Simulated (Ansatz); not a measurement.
# Ionic part of the dielectric constant of SiC at 5 GPa, mode by mode

Method: Ansatz, DFT PBEsol, scalar-relativistic, plane waves, PAW. Plane waves to 420 eV; Γ-centred k mesh 12×12×12; fixed occupations. No spin polarisation. Phonons by linear response, acoustic sum rule imposed.

It takes space group F-43m (No. 216, cubic). The conventional cell has a = 4.326 Å, b = 4.326 Å, c = 4.326 Å, α = 90.00°, β = 90.00°, γ = 90.00°. Si (site symmetry -43m) is surrounded by 4 C at 1.87 Å. C (site symmetry -43m) is surrounded by 4 Si at 1.87 Å.

The primitive cell has V = 20.23 Å³ and ε∞,xx = 7.001. Each polar mode adds Δε = (4.92064×10⁷/V)·S/ν² along x, with S its oscillator strength in e²/amu, ν in cm⁻¹ and V in Å³.

Problem. From these modes, find each Δε and ε0,xx.
```tsv
ν (cm⁻¹)	S_xx (e²/amu)
806.1	0.8886
```

Solution.
```json
{"ν (cm⁻¹)": "806.1", "Δε": "3.33"}
```

The sum is 3.326, so ε0,xx = 10.33; the run's tensor has 10.33.

Problem. Where do the longitudinal modes lie for a wave vector along x?

Solution. At 979 cm⁻¹. The Lyddane–Sachs–Teller product Π(ν_LO/ν_TO)² = 1.48 matches ε0/ε∞ = 1.48.

Cost: 1 run of about 0.45 core-minutes, on AMD EPYC 7R43 (Zen 3) (shared hosts).